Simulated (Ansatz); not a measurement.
# W under strain

These are results of DFT PBE, scalar-relativistic, plane waves, PAW (Ansatz 0.2.0), not measurements. Run with 420 eV cutoff, 16×16×16 k-mesh, Gaussian smearing of 0.10 eV, no spin polarisation.

The relaxed crystal:

```
CELL_PARAMETERS angstrom
3.18356 0.00000 0.00000
0.00000 3.18356 0.00000
0.00000 0.00000 3.18356
ATOMIC_POSITIONS crystal
W 0.00000 0.00000 0.00000
W 0.50000 0.50000 0.50000
```

Deformation: all cell vectors scaled alike, the atoms relaxed, all within the symmetry that the strain leaves. Energies are extrapolated to zero smearing.

Spin–orbit coupling is left out, which can shift energies with elements as heavy as these.

```
strain (%)  ΔE (meV/atom) a (Å) b (Å) c (Å)
      -3.0          136.5  3.088  3.088  3.088
      -2.0           58.8  3.120  3.120  3.120
      -1.0           14.3  3.152  3.152  3.152
      +0.0            0.0  3.184  3.184  3.184
      +1.0           13.2  3.215  3.215  3.215
      +2.0           51.2  3.247  3.247  3.247
      +3.0          111.7  3.279  3.279  3.279
```

Question: What stiffness (1/V) d²E/dε² at zero strain does a cubic fit over all points give?

Answer: A cubic fit gives (1/V) d²E/dε² = 2740 GPa at zero strain (nine times the bulk modulus at fixed shape).